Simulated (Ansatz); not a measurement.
A crystal relaxed with r2SCAN in Ansatz has space group P2_13 (No. 198) and a = 4.705 Å.

| atom | site | x | y | z |
| --- | --- | --- | --- | --- |
| Si | 4a | 0.1624 | 0.3376 | 0.6624 |
| Xx | 4a | 0.8706 | 0.6294 | 0.3706 |

r2SCAN gives an indirect gap of 0.29 eV, from Γ–X (0.44 of the way from Γ) to k = (0, 0.232, 0.297); the least direct gap is 0.41 eV at k = (0, 1/6, 1/3). HSE06 gives an indirect gap of 0.75 eV, from Γ–X (0.50 of the way from Γ) to k = (0, 1/6, 1/3); the least direct gap is 0.95 eV at k = (0, 1/6, 1/3). Meshes: r2SCAN 6×6×6, HSE06 4×4×4. r2SCAN's ε∞ is 34.6 in all directions.

Problem. Which element is Xx?
A. Fe
B. Ru
C. Os

Solution. B. Xx is Ru: RuSi (P2_13) from a database of computed structures. Si is surrounded by 7 Ru at 2.38–2.70 Å; Ru is surrounded by 7 Si at 2.38–2.70 Å.

The values are computed, spin-unpolarised, and not measurements.

Spin-orbit coupling is left out.

Where an edge lies off the special points, it is a point of the mesh or the k point where a search put PBE's edge or least direct gap, reused for the other functionals, whose own edges may lie a little apart.

Coordinates of k points refer to the reciprocal vectors of the primitive cell of the runs.

The meshes of the hybrids are coarse, so their gaps aren't converged to the digits shown.
